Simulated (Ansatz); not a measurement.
# CuO in Ansatz: the effect of Hubbard term

CuO:

```
Cu O
1.0
     3.17953    0.00000    0.00000
    -1.58977    2.75356    0.00000
     0.00000    0.00000    4.43149
Cu O
2 2
Direct
  0.00000 0.00000 0.00000
  0.00000 0.00000 0.50000
  0.33333 0.66667 0.25000
  0.66667 0.33333 0.75000
```

Measurements of this composition are mostly on another form, of space group No. 15.

Alike in all runs:

```yaml
Program: Ansatz 0.2.0
Task: projected density of states
Functional: LDA
Potentials_or_basis: Ansatz PAW
Cutoff: "420 eV (not typed: the program's choice for these potentials)"
k_mesh: 10 × 10 × 6
Occupations: fermi-dirac, width 0.05 eV
Spin: no spin polarisation
Hubbard_projectors: ortho-atomic (the default)
Double_counting: fll (the default)
```

```csv
Hubbard term,pressure (GPa)
none,-9.9
Cu d U = 1 eV,-9.5
Cu d U = 2 eV,-9.1
Cu d U = 3 eV,-8.5
Cu d U = 4 eV,-7.9
Cu d U = 5 eV,?
Cu d U = 6 eV,-6.5
Cu d U = 8 eV,-4.7
```

Problem. What does the run with Hubbard term Cu d U = 5 eV give?

Solution. Pressure -7.2 GPa.

Worked out: A parabola through the other rows of the pressure, of slope 0.725 GPa per eV there, gives -7.2 GPa, against the run's -7.2.

Caveats: the run has no spin polarisation, though such a crystal can be magnetic; the PAW data sets come from PBE, with cores solved anew for the run's functional, which leaves a small shift of forces and pressure; U without spin polarisation on a metal has little footing (some runs); semilocal functionals often make such compounds metallic where correlation or magnetic order opens a gap, which also shifts bond lengths (some runs).
